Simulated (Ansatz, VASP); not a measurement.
Given: the input of a run of Ansatz 0.2.0 on Ni. 

input.yaml

```yaml
crystal:
  lattice:
    - [0.0, 1.737572933, 1.737572933]
    - [1.737572933, 0.0, 1.737572933]
    - [1.737572933, 1.737572933, 0.0]
  atoms:
    - { symbol: Ni, position: [0.0, 0.0, 0.0], spin: 1.0 }
kpoints:
  mp_grid: { grid: [13, 13, 13] }
scf:
  occupations: { method: fermi_dirac, width: 0.05 }
hamiltonian:
  xc: pbe
  dispersion: d4
  pseudopotentials: { kind: all_electron, lapw: { basis_error: 0.001 } }
magnetization:
  spin_polarized: true
output:
  forces: true
  stress: true
relax:
  f_tol: 0.02
  max_steps: 60
  cell: {}
```

Potentials or basis: all-electron LAPW, scalar-relativistic.

Command:

```sh
$ ansatz run input.yaml --threads 2 --pin off --max-ram 6144MiB --backend cpu --events-out ev --progress --plain --runs-dir out
```

Question: Translate it to VASP 6.6.1. Potentials or basis there: PBE PAW files Ni, 600 eV.

Answer: As run (cutoffs and basis follow the program's own potentials, and thresholds, step limits or extra output files can differ):

File INCAR:

```
PREC = Accurate ; ENCUT = 600
EDIFF = 1E-6 ; ISMEAR = -1
SIGMA = 0.05 ; LREAL = False
LASPH = True ; NELM = 120
ALGO = Normal ; ISIF = 3
LWAVE = False ; LCHARG = False
ISPIN = 2 ; MAGMOM = 1
LORBIT = 11 ; LMAXMIX = 4
GGA = PE ; IVDW = 13
IBRION = 2 ; NSW = 40
EDIFFG = -0.01
```

The input KPOINTS:

```
regular mesh
0
Gamma
  13 13 13
```

The input POSCAR:

```
Ni
1.0
    0.0000000000      1.7375729330      1.7375729330
    1.7375729330      0.0000000000      1.7375729330
    1.7375729330      1.7375729330      0.0000000000
Ni
1
Direct
    0.0000000000      0.0000000000      0.0000000000
```

Potentials or basis: VASP PAW PBE potentials, release 64 (Ni).

Command:

```sh
$ cat potpaw_PBE.64/Ni/POTCAR > POTCAR
$ mpirun -np 1 vasp_std > vasp.out
```

Both were run:

|  | Ansatz | VASP |
| --- | --- | --- |
| Relaxed volume | 10.56 Å³/atom | 10.55 Å³/atom |
| Relaxed cell | a = 2.462 Å, b = 2.462 Å, c = 2.462 Å, α = 60.00°, β = 60.00°, γ = 60.00° | a = 2.462 Å, b = 2.462 Å, c = 2.462 Å, α = 60.00°, β = 60.00°, γ = 60.00° |
| Space group after relaxing | Fm-3m (No. 225) | Fm-3m (No. 225) |
| Pressure after relaxing | 0.0 GPa | 0.1 GPa |
| Net moment | 0.63 μB per cell | 0.62 μB per cell |

Where Ansatz's input types no cutoff or centring, it takes its own default and a Γ-centred mesh.

The magnetic state is the one that the start led to; the real crystal's order can differ.

Pressure is positive in compression.
